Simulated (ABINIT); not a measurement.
## BeTe (F-43m): G0W0 with ABINIT, start to end

Wanted: ground state, empty states, screening and self-energy for BeTe (F-43m).

Method: PBE and many-body steps on it, plane waves, in ABINIT 10.8.3.

**The experiments to reproduce.**

- Gap 2.7 eV: absolute (indirect, Gamma to X) gap; bulk crystal (quoted from earlier experiment) (quoted in “The band structure of BeTe - a combined experimental and theoretical study”, 1997, arxiv:cond-mat/9712266).

- Gap 2.8 eV: absolute (indirect, Gamma to X) gap, second literature value; film (quoted from earlier experiment) (quoted in “The band structure of BeTe - a combined experimental and theoretical study”, 1997, arxiv:cond-mat/9712266).

Report form: the programs' logs are mostly left out.

**1. Starting point**

It takes space group F-43m (No. 216, cubic). The conventional cell has a = 5.663 Å, b = 5.663 Å, c = 5.663 Å, α = 90.00°, β = 90.00°, γ = 90.00°. Nearest to Be lie 4 Te at 2.45 Å. Nearest to Te lie 4 Be at 2.45 Å. Farther neighbours and most contacts between anions are not listed.

The cell and positions are those that the Materials Project relaxed with its own functionals (PBE, PBE+U or r2SCAN), kept fixed.

**2. Ground state**

This step: ABINIT 10.8.3; DFT, PBE with spin-orbit coupling, plane waves, norm-conserving pseudopotentials.

The ground-state density comes first.

run.abi

```
acell 3*1.0 Angstrom
rprim 
  -0.000000000000 2.831458787600 2.831458787600
  2.831458787600 0.000000000000 2.831458787600
  2.831458787600 2.831458787600 0.000000000000
ntypat 2
znucl 4 52
natom 2
typat 1 2
xred 
  0.000000000000 0.000000000000 0.000000000000
  0.750000000000 0.750000000000 0.750000000000
pp_dirpath "pseudos"
pseudos "Be.upf, Te.upf"
ecut 38
nspinor 2
ngkpt 6 6 6
nshiftk 1
shiftk 0 0 0
kptopt 1
chksymbreak 0
nband 30
occopt 1
tolvrs 1e-10
nstep 60
prtwf 0
optforces 0
optstress 0
indata_prefix "in"
outdata_prefix "out"
tmpdata_prefix "tmp"
```

Run with:

```console
$ OMP_NUM_THREADS=1 mpirun -n 8 abinit run.abi > log
```

It took 24 s on 8 MPI ranks of Arm Neoverse V1, shared host; peak memory 0.65 GiB.

Numbers from this step:

```
total energy               : -3232.4648 eV
gap                        : 1.734 eV
k of the valence top       : 0, 0, 0
k of the conduction bottom : 0.5, 0.5, 0
least direct gap           : 3.325 eV
```

The gap is indirect, with the least direct gap 1.59 eV higher.

**3. Bands along the symmetry lines**

The cheap functional maps the bands first; the places of the edges decide which points the dearer methods must see.

run.abi

```
acell 3*1.0 Angstrom
rprim 
  -0.000000000000 2.831458787600 2.831458787600
  2.831458787600 0.000000000000 2.831458787600
  2.831458787600 2.831458787600 0.000000000000
ntypat 2
znucl 4 52
natom 2
typat 1 2
xred 
  0.000000000000 0.000000000000 0.000000000000
  0.750000000000 0.750000000000 0.750000000000
pp_dirpath "pseudos"
pseudos "Be.upf, Te.upf"
ecut 38
nspinor 2
iscf -2
irdden 1
kptopt 0
nkpt 26
kpt 
  0.00000000 0.00000000 0.00000000
  -0.12500000 -0.12500000 0.00000000
  -0.25000000 -0.25000000 0.00000000
  -0.37500000 -0.37500000 0.00000000
  -0.50000000 -0.50000000 0.00000000
  -0.46875000 -0.46875000 0.06250000
  -0.43750000 -0.43750000 0.12500000
  -0.40625000 -0.40625000 0.18750000
  -0.37500000 -0.37500000 0.25000000
  -0.37500000 0.00000000 0.37500000
  -0.28125000 0.00000000 0.28125000
  -0.18750000 0.00000000 0.18750000
  -0.09375000 0.00000000 0.09375000
  0.00000000 0.00000000 0.00000000
  0.00000000 0.00000000 0.12500000
  0.00000000 0.00000000 0.25000000
  0.00000000 0.00000000 0.37500000
  -0.00000000 -0.00000000 0.50000000
  -0.12500000 -0.06250000 0.43750000
  -0.25000000 -0.12500000 0.37500000
  -0.37500000 -0.18750000 0.31250000
  -0.50000000 -0.25000000 0.25000000
  -0.50000000 -0.31250000 0.18750000
  -0.50000000 -0.37500000 0.12500000
  -0.50000000 -0.43750000 0.06250000
  -0.50000000 -0.50000000 0.00000000
istwfk *1
nband 36
nbdbuf 6
tolwfr 1e-08
nstep 40
prtwf 0
prtvol 0
indata_prefix "in"
outdata_prefix "out"
tmpdata_prefix "tmp"
```

The job ended after 23 s (8 MPI ranks; peak memory 0.61 GiB; 3.1 min of CPU time).

Numbers from this step:

| Quantity | Value |
| --- | --- |
| gap | 1.734 eV |
| k of the valence top | 0, 0, 0 |
| k of the conduction bottom | -0.5, -0.5, 0 |
| least direct gap | 3.325 eV |

The gap is 1.734 eV, as in the run before at this level.

Electronic bands along the path, in eV, zero at the top of the highest filled band:

```csv
point,band 17,band 18,band 19,band 20,band 21,band 22,band 23,band 24
Γ,0.00,0.00,0.00,0.00,3.32,3.32,3.39,3.39
halfway,-2.10,-2.10,-1.71,-1.71,2.36,2.36,4.13,4.13
X,-3.07,-3.07,-2.67,-2.67,1.73,1.73,2.42,2.42
halfway,-3.48,-3.34,-2.72,-2.70,2.05,2.07,3.05,3.12
U,-4.24,-3.94,-2.46,-2.44,2.44,2.47,4.94,5.05
jump to K,-4.24,-3.94,-2.46,-2.44,2.44,2.47,4.94,5.05
halfway,-2.60,-2.43,-0.93,-0.91,3.77,3.77,4.38,4.40
Γ,0.00,0.00,0.00,0.00,3.32,3.32,3.39,3.39
halfway,-1.20,-1.20,-0.69,-0.69,3.01,3.01,4.17,4.17
L,-1.66,-1.66,-1.15,-1.15,2.77,2.77,4.30,4.30
halfway,-3.24,-3.08,-2.17,-2.06,3.90,3.93,4.05,4.21
W,-4.18,-3.72,-3.40,-3.34,4.95,4.99,5.28,5.29
halfway,-3.54,-3.35,-3.07,-3.04,2.76,2.76,3.34,3.42
X,-3.07,-3.07,-2.67,-2.67,1.73,1.73,2.42,2.42
```

**4. Empty states on the mesh, 4×4×4 mesh, 204 bands**

The sums over transitions need many empty states on a uniform mesh; this step solves for them.

run.abi

```
acell 3*1.0 Angstrom
rprim 
  -0.000000000000 2.831458787600 2.831458787600
  2.831458787600 0.000000000000 2.831458787600
  2.831458787600 2.831458787600 0.000000000000
ntypat 2
znucl 4 52
natom 2
typat 1 2
xred 
  0.000000000000 0.000000000000 0.000000000000
  0.750000000000 0.750000000000 0.750000000000
pp_dirpath "pseudos"
pseudos "Be.upf, Te.upf"
ecut 38
nspinor 2
ngkpt 4 4 4
nshiftk 1
shiftk 0 0 0
kptopt 1
chksymbreak 0
irdden 1
istwfk *1
nband 204
prtvol 0
optdriver 6
gwr_task "HDIAGO"
paral_kgb 0
occopt 1
indata_prefix "in"
outdata_prefix "out"
tmpdata_prefix "tmp"
```

The job ended after 3.9 min (8 MPI ranks; peak memory 20 GiB; 31 min of CPU time).

This step gave:

```yaml
gap: 1.734 eV
k_of_the_valence_top: 0, 0, 0
k_of_the_conduction_bottom: 0.5, 0.5, 0
least_direct_gap: 3.325 eV
k_points_computed: 8
lowest_point_of_the_top_converged_band_above_the_valence_top: 79.7323 eV
```

On this mesh the gap is 1.734 eV.

**5. Screening, 4×4×4 mesh, 196 bands, screening to 149.7 eV**

The RPA dielectric matrix is built and inverted for each q.

This step: RPA screening on PBE with spin-orbit coupling, plane waves, norm-conserving pseudopotentials.

run.abi, as its differences from that of step 4:

```diff
@@ -21,10 +21,11 @@
 chksymbreak 0
-irdden 1
 istwfk *1
-nband 204
-prtvol 0
-optdriver 6
-gwr_task "HDIAGO"
-paral_kgb 0
 occopt 1
+irdwfk 1
+optdriver 3
+nband 196
+ecuteps 5.5
+inclvkb 0
+awtr 1
+symchi 1
 indata_prefix "in"
```

It took 97 s on 8 MPI ranks; peak memory 3.1 GiB.

Numbers from this step:

```yaml
eps_infinity_with_local_fields_on_this_mesh_along_the_program_s_q_direction: 7.745
the_same_without_local_fields: 8.795
plasma_frequency: 24.65 eV
plane_waves_in_the_screening_matrix: 169
```

Local fields lower ε∞ by 12 %. On a Γ-centred mesh this coarse the value itself is usually too large, while a short band sum pulls it down.

**6. Self-energy, 4×4×4 mesh, 196 bands, screening to 149.7 eV**

The self-energy is evaluated for the states that the input lists, and the levels follow from it, in one-shot runs by the linearised quasiparticle equation.

This step: G0W0 on PBE with spin-orbit coupling, plane waves, norm-conserving pseudopotentials.

run.abi, as its differences from that of step 5:

```diff
@@ -24,8 +24,17 @@
 irdwfk 1
-optdriver 3
+optdriver 4
 nband 196
+gwcalctyp 0
+ecutsigx 38
+symsigma 0
+nkptgw 2
+kptgw 
+  0.0000000000 0.0000000000 0.0000000000
+  0.5000000000 0.5000000000 0.0000000000
+bdgw 
+  17 26
+  17 24
 ecuteps 5.5
-inclvkb 0
-awtr 1
-symchi 1
+irdscr 1
+ppmodel 1
 indata_prefix "in"
```

Run time: 2 min. Hardware: 8 MPI ranks; peak memory 2.4 GiB.

This step gave:

* G0W0 gap on the points computed: 3.066 eV
* starting gap on the mesh: 1.734 eV
* k of the valence top: 0, 0, 0
* k of the conduction bottom: 0.5, 0.5, 0
* Z at the valence top: 0.799
* Z at the conduction bottom: 0.811
* least direct G0W0 gap on the computed points: 4.962 eV

The gap on the mesh goes from 1.73 eV to 3.07 eV, a correction of +1.33 eV.

Limits: finite bands, cutoff and mesh; exchange with frozen shells missing; screening head approximate; coarse k mesh. v1 is the top filled band, c1 the lowest empty one. Levels before and after the correction, in eV, zero at the valence-band top of each column:

```csv
,conduction bottom,valence top
Kohn-Sham,1.73,0.00
G0W0,3.07,0.00
```

```csv
,level,energy (eV)
Kohn-Sham,Γ v3,0.000
Kohn-Sham,Γ v2-v1,0.000
Kohn-Sham,Γ c1-c2,3.325
Kohn-Sham,Γ c3,3.387
Kohn-Sham,(0.5 0.5 0) v3,-3.068
Kohn-Sham,(0.5 0.5 0) v2-v1,-2.672
Kohn-Sham,(0.5 0.5 0) c1-c2,1.734
Kohn-Sham,(0.5 0.5 0) c3,2.419
G0W0,Γ v3,-0.004
G0W0,Γ v2-v1,0.000
G0W0,Γ c1-c2,4.963
G0W0,Γ c3,4.991
G0W0,(0.5 0.5 0) v3,-3.096
G0W0,(0.5 0.5 0) v2-v1,-2.701
G0W0,(0.5 0.5 0) c1-c2,3.066
G0W0,(0.5 0.5 0) c3,3.897
```

**7. Where the time went**

Times are wall times on 8 MPI ranks of Arm Neoverse V1, shared host, good to a factor of about two.

```csv
step,time,share,memory (GiB)
ground state,24 s,5 %,0.65
bands along the symmetry lines,23 s,5 %,0.61
empty states on the mesh,3.9 min,47 %,20
screening,97 s,20 %,3.1
self-energy,2 min,24 %,2.4
```

**8. Results**

```
PBE gap              : 1.73 eV, indirect
G0W0 gap on the mesh : 3.07 eV
GW settings          : 4×4×4 mesh, 196 bands, screening to 149.7 eV, Godby-Needs plasmon pole
known limits         : not at the basis limit; exchange with frozen shells missing; screening head approximate; coarse k mesh
```

**Reading.** G0W0 moves the gap on the mesh from 1.73 eV to 3.07 eV (+1.33 eV), with Z of 0.80 and 0.81 at the edges. Local fields lower the RPA ε∞ on this mesh from 8.80 to 7.74; a Γ-centred mesh this coarse tends to raise both, most where the direct gap is narrow, while a short band sum lowers them. Only 2 of the mesh's irreducible points were corrected, so a valley elsewhere could overtake. The dearest step here is «empty states on the mesh». Against experiment, by G0W0@PBE: the gap of 3.07 eV lies +0.37 eV from the measured 2.7 eV (indirect, quoted 1997); the gap of 3.07 eV lies +0.27 eV from the measured 2.8 eV (indirect, quoted 1997). The calculation has static nuclei and no excitons; a measured gap holds zero-point and thermal motion, which mostly lowers it. Bands and cutoff are finite, so the gap is not at the basis limit. The miss can reach some tenths of an eV and take either sign; the mesh is an error of its own. In the G0W0 run levels were corrected at 2 k points alone, so a gap called «on the mesh» is the least over those, and an edge elsewhere would be missed. The 4×4×4 mesh is coarse for this cell, which bears on the long-range parts of exchange and screening. The norm-conserving file of at least one element keeps a d shell over frozen s and p shells of the same row. Exchange with those shells is missing from the self-energy, an error of 0.3 to 0.9 eV in cases checked, whose sign depends on which edge lies on those atoms. The long-wavelength limit of the screening leaves out the non-local commutator, which shifts ε∞.

[Paths, hosts, dates, memory and timing lines, banners, echoed tables and standing remarks are left out of the program output.]

[Logs are printed without paths, hosts, clocks, repeated set-up lines and the standing remarks that a program may print on its own settings, such as how far it seeks lower states.]

[Runs of the session that timed out or met a known fault of the program may be left out.]

[Hosts, paths, dates, database ids (printed as entryN), source tags and the programs' standing remarks are cut or masked in the printed files.]

[G0W0 gaps are taken among the corrected bands and points alone; a level outside them can change the order at an edge.]

[Where Ansatz stands beside ABINIT at settings called matched, ABINIT's density can come from a denser mesh and the files from another edition; pairs whose starting gaps differed by over 0.03 eV were left out, so agreement reads better than it is.]
